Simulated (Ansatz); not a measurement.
# Zirconium, bcc under PBEsol: ground state and equation of state

The plan for zirconium in the bcc structure: relax it, solve it on a dense k-mesh, then scale the cell to 7 volumes from 88 to 112 % of the relaxed one and try a fit of the equation of state. Spin polarisation is left out. The k-meshes are 12×12×12 for the relaxation; 21×21×21 for the dense run; 14×14×14 for the volumes.

This is Zr in the bcc structure; at room conditions it is hcp.

Program: Ansatz 0.2.0. Level of theory: DFT PBEsol, plane waves (420 eV) with PAW, scalar-relativistic; PBE-made PAW files. These are calculated values, not measurements.

**1. The starting structure**

Symmetry: Im-3m, No. 229, cubic system. The conventional cell has a = 3.598 Å, b = 3.598 Å, c = 3.598 Å, α = 90.00°, β = 90.00°, γ = 90.00°. Around Zr (site symmetry m-3m) lie 8 Zr at 3.12 Å.

As a file:

```cif
data_structure
_symmetry_space_group_name_H-M 'Im-3m'
_symmetry_Int_Tables_number 229
_cell_length_a 3.5976
_cell_length_b 3.5976
_cell_length_c 3.5976
_cell_angle_alpha 90.000
_cell_angle_beta 90.000
_cell_angle_gamma 90.000
_cell_volume 46.56
loop_
_atom_site_label
_atom_site_type_symbol
_atom_site_symmetry_multiplicity
_atom_site_Wyckoff_symbol
_atom_site_fract_x
_atom_site_fract_y
_atom_site_fract_z
_atom_site_occupancy
Zr1 Zr 2 a 0.00000 0.00000 0.00000 1
```

**2. Geometry optimisation**

Input file input.yaml:

```yaml
crystal:
  lattice:
    - [-1.7987839886, 1.7987839886, 1.7987839886]
    - [1.7987839886, -1.7987839886, 1.7987839886]
    - [1.7987839886, 1.7987839886, -1.7987839886]
  atoms:
    - { symbol: Zr, position: [0.0, 0.0, 0.0] }
hamiltonian:
  xc: pbesol
  pseudopotentials:
    kind: paw
    azcp:
      Zr: "pseudopotentials/Zr.paw.azcp"
basis:
  ecutwfc: 420
  fft_grid_basis: typed
kpoints:
  mp_grid: { grid: [12, 12, 12], shift: [0, 0, 0] }
magnetization:
  spin_polarized: false
scf:
  occupations: { method: fermi_dirac, width: 0.1 }
relax:
  max_steps: 60
  f_tol: 0.01
  cell: {}
```

After this run come: The energy on a finer k-mesh; Equation of state: 88 %; Equation of state: 92 %; Equation of state: 96 %; Equation of state: 100 %; Equation of state: 104 %; Equation of state: 108 %; Equation of state: 112 %.

**Question.** What will these runs give? Wanted: space group; conventional cell; volume; shortest distance; gap on the mesh; relative to hcp; V₀, B₀, B₀′.

The runs gave:

```
                      quantity                         value
space group (spins left aside)               Im-3m (No. 229)
             conventional cell                   a = 3.526 Å
                        volume                21.921 Å³/atom
             shortest distance                       3.054 Å
               gap on the mesh  none (levels filled in part)
               relative to hcp                  +65 meV/atom
                   V₀, B₀, B₀′   21.772 Å³/atom, 94 GPa, 3.4
```

From the guessed start the volume shrank by 5.8 % in 5 steps. It lies 65 meV/atom above the element's reference form at the same level (hcp, from a run of its own). Levels at the Fermi energy are filled in part, as in a metal. The fitted modulus is 94 GPa. The symmetry was held, so the structure may be unstable against distortions that break it.
